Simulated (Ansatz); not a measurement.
A run of Ansatz 0.2.0 is set up as follows.

The input input.yaml:

```yaml
crystal:
  lattice:
    - [3.81369522, 0.0, 0.0]
    - [0.0, 3.81369522, 0.0]
    - [0.0, 0.0, 4.8869133]
  atoms:
    - { symbol: Sn, position: [0.5, 0.0, 0.76462614] }
    - { symbol: Sn, position: [0.0, 0.5, 0.23537386] }
    - { symbol: O, position: [0.0, 0.0, 0.0] }
    - { symbol: O, position: [0.5, 0.5, 0.0] }
hamiltonian:
  xc: pbe
  pseudopotentials: { kind: paw }
kpoints:
  mp_grid: { grid: [7, 7, 6] }
scf:
  occupations: { method: fermi_dirac, width: 0.05 }
basis:
  ecutwfc: "500 eV"
output:
  forces: true
  stress: true
  eigenvalues: true
  write_density: true
  write_potential: true
  elf: true
  volumetric_format: npy
```

Potentials or basis: Ansatz PAW.

Run with:

```bash
$ ansatz run input.yaml --threads 2 --pin off --max-ram 5120MiB --backend cpu --events-out ev --progress --plain --runs-dir out
```

Question: Estimate the band gap on the k mesh.

Answer: 0.37 eV, indirect (least direct gap 2.08 eV).

Question: What does it give for the pressure?

Answer: 3.5 GPa.

Question: Estimate the largest force.

Answer: 0.365 eV/Å.

Forces on the atoms (eV/Å):
```
Sn   0.000  0.000 -0.365
Sn   0.000  0.000  0.365
O    0.000  0.000  0.000
O    0.000  0.000  0.000
```

Caveat: odd divisions of the mesh miss points on the zone boundary, where band edges often lie, so the gap on the mesh can be too wide; spin-orbit coupling is left out, which moves the levels of the heavy elements. A k mesh can miss the band edges.
